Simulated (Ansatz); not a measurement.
**Ti2C: changing the pressure**

The cell as given:

```xyz
3
Lattice="1.5407 0.8895 4.8138 -1.5407 0.8895 4.8138 0.0000 -1.7790 4.8138" Properties=species:S:1:pos:R:3 pbc="T T T"
Ti    0.0000    0.0000   10.8960
Ti    0.0000    0.0000    3.5453
C     0.0000    0.0000    7.2207
```

The cell comes from a database or a generator and needn't be the stable form of this composition.

Kept alike: task relaxation of cell and atoms; functional PBEsol; k mesh 10 × 10 × 10; occupations fermi-dirac, width 0.05 eV; no spin polarisation. Program: Ansatz, Ansatz PAW, cutoff 420 eV. The mesh is that of the run's cell of 3 atoms. No spin-orbit coupling.

```csv
"pressure, P (GPa)",volume (Å³/atom)
0,12.840
2,12.667
5,12.425
10,12.078
20,11.509
```

The relaxations keep at least the cell's symmetry (R-3m). For a metal such a mesh leaves the last digits unconverged. Runs of this series that gave no sound value for these columns are left out. The runs follow the start's structure, whether or not it is the stable one at these pressures. Ansatz's relaxations hold a Pulay term in the stress (up to 0.2 GPa here). All rows use potentials made for PBE.

The volume falls from 12.840 to 11.509 Å³/atom between 0 and 20 GPa. The volume falls ever more slowly, since the solid stiffens under load. At the pressures aimed at, which the runs meet within some tenths of a GPa, the step from 0 to 5 GPa gives a mean bulk modulus near 152 GPa, the last step 207 GPa.
